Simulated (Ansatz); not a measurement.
Crystal: GaSb.

```xyz
2
Lattice="0.0000 3.0590 3.0590 3.0590 0.0000 3.0590 3.0590 3.0590 0.0000" Properties=species:S:1:pos:R:3 pbc="T T T"
Sb    4.5885    4.5885    4.5885
Ga    0.0000    0.0000    0.0000
```

Base run:

```yaml
Program: Ansatz 0.2.0
Functional: BLYP
Potentials_or_basis: all-electron LAPW, scalar-relativistic
Cutoff: 279 eV
Density_cutoff: 1114 eV
Basis_error_allowed: 0.001 eV/atom
k_mesh: 8 × 8 × 8
Occupations: fermi-dirac, width 0.05 eV
Spin: no spin polarisation
```

Its results: pressure 5.3 GPa.

**Question.** After a change of settings the same cell gave: pressure 3.5 GPa. Which change was it?
A. functional from BLYP to PBE; potentials or basis from all-electron LAPW, scalar-relativistic to all-electron PAW datasets made for the crystal
B. functional from BLYP to PBEsol; k mesh from 8 × 8 × 8 to 6 × 6 × 6
C. functional from BLYP to revPBE
D. functional from BLYP to PBEsol; potentials or basis from all-electron LAPW, scalar-relativistic to all-electron PAW datasets made for the crystal

**Answer.** C.

Not every run made on this cell is shown here.
